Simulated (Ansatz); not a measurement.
Independent-particle absorption of CaO (Fm-3m, a = 4.830 Å, b = 4.830 Å, c = 4.830 Å, α = 90.00°, β = 90.00°, γ = 90.00°), no local fields or excitons, 0.1 eV broadening. Level of theory: DFT PBE, scalar-relativistic, plane waves, PAW (Ansatz 0.2.0).

Plane waves to 420 eV, a k mesh through Γ of 8×8×8 on the computed 2-atom cell and Gaussian smearing (0.02 eV); no spin polarisation. The spectrum is summed on a 12×12×12 mesh.

```
Ca O
1.0
     0.00000    2.41506    2.41506
     2.41506    0.00000    2.41506
     2.41506    2.41506    0.00000
Ca O
1 1
Direct
  0.00000 0.00000 0.00000
  0.50000 0.50000 0.50000
```

```tsv
photon energy (eV)	ε2,xx
0.0	0.00
0.4	0.00
0.8	0.00
1.2	0.00
1.6	0.00
2.0	0.00
2.4	0.00
2.8	0.00
3.2	0.00
3.6	0.00
4.0	0.16
4.4	1.38
4.8	2.10
5.2	2.55
5.6	2.90
6.0	3.27
6.4	3.37
6.8	3.32
7.2	3.40
7.6	3.64
8.0	5.32
8.4	6.08
8.8	4.31
9.2	6.53
9.6	6.84
10.0	4.02
10.4	2.44
10.8	1.71
11.2	0.82
11.6	0.41
12.0	0.38
12.4	0.39
12.8	0.39
13.2	0.36
13.6	0.31
14.0	0.44
```

The strongest peak lies near 9.4 eV. ε∞ (xx, yy, zz) = 3.9, 3.9, 3.9.